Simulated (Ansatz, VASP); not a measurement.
# Pt: VASP beside Ansatz

The input INCAR:

```
PREC = Accurate ; ENCUT = 520
EDIFF = 1E-6 ; ISMEAR = 0
SIGMA = 0.019000000000000003 ; LREAL = False
LASPH = True ; NELM = 60
ALGO = Normal ; ISIF = 2
LWAVE = False ; LCHARG = False
GGA = PE ; NBANDS = 11
```

The input KPOINTS:

```
Automatic mesh
0
Gamma
  12 12 12
```

The input POSCAR:

```
Pt
1.0
    0.0000000000      1.9609000000      1.9609000000
    1.9609000000      0.0000000000      1.9609000000
    1.9609000000      1.9609000000      0.0000000000
Pt
1
Direct
    0.0000000000      0.0000000000      0.0000000000
```

Contents of input.yaml:

```yaml
crystal:
  lattice:
    - [0.0, 1.9609, 1.9609]
    - [1.9609, 0.0, 1.9609]
    - [1.9609, 1.9609, 0.0]
  atoms:
    - { symbol: Pt, position: [0.0, 0.0, 0.0] }
hamiltonian:
  xc: pbe
  pseudopotentials: { kind: paw }
kpoints:
  mp_grid: { grid: [12, 12, 12] }
scf:
  occupations: { method: gaussian, width: 0.019 }
output:
  forces: true
  stress: true
  eigenvalues: true
  write_density: true
  write_potential: true
  elf: true
  volumetric_format: npy
```

Alike in both runs: task single point; functional PBE; k mesh 12 × 12 × 12; occupations gaussian, width 0.019 eV; no spin polarisation.

|  | VASP | Ansatz |
| --- | --- | --- |
| version | VASP 6.6.1 | Ansatz 0.2.0 |
| potentials or method | VASP PAW PBE potentials, release 64 (Pt) | Ansatz PAW |
| plane-wave cutoff (eV) | 520 | 420 |
| valence electrons in the cell | 10 | 18 |

```tsv
	VASP	Ansatz	Ansatz less VASP
gap on the k mesh at the Fermi level (eV)	none	none	-
pressure (GPa)	9.7	10.2	+0.52
```

A gap of «none» marks a metal or a gap that the smearing closes. The two sets of potentials don't hold the same shells in valence.

Spin-orbit coupling is left out, which matters for the levels of Pt.
